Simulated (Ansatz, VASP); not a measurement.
## Two plane-wave programs on C

```xyz
2
Lattice="1.2333 0.7120 4.1759 -1.2333 0.7120 4.1759 0.0000 -1.4241 4.1759" Properties=species:S:1:pos:R:3 pbc="T T T"
C     0.0000    0.0000   10.4398
C     0.0000    0.0000    2.0878
```

Alike in both runs: functional PBE; k mesh 15 × 15 × 15; occupations gaussian, width 0.02 eV; no spin polarisation.

Ansatz relaxed the structure, and its values are those at the end. VASP's run is a single point on that final structure, the one shown.

```csv
,VASP,Ansatz
version,VASP 6.6.1,Ansatz 0.2.0
potentials or method,"VASP PAW PBE potentials, release 64 (C)","scalar-relativistic, plane waves, PAW"
plane-wave cutoff (eV),520,420
valence electrons in the cell,8,8
```

VASP gave:

```
gap on the k mesh at the Fermi level (eV) : 0.15
least direct gap on the mesh (eV)         : 0.15
pressure (GPa)                            : 0.4
```

Q: What did Ansatz give for the same quantities?

A: gap on the k mesh at the Fermi level (eV): 0.15; least direct gap on the mesh (eV): 0.15; pressure (GPa): 0.0.

Caveats: an odd mesh through Γ misses points on the zone boundary, where band edges often lie.
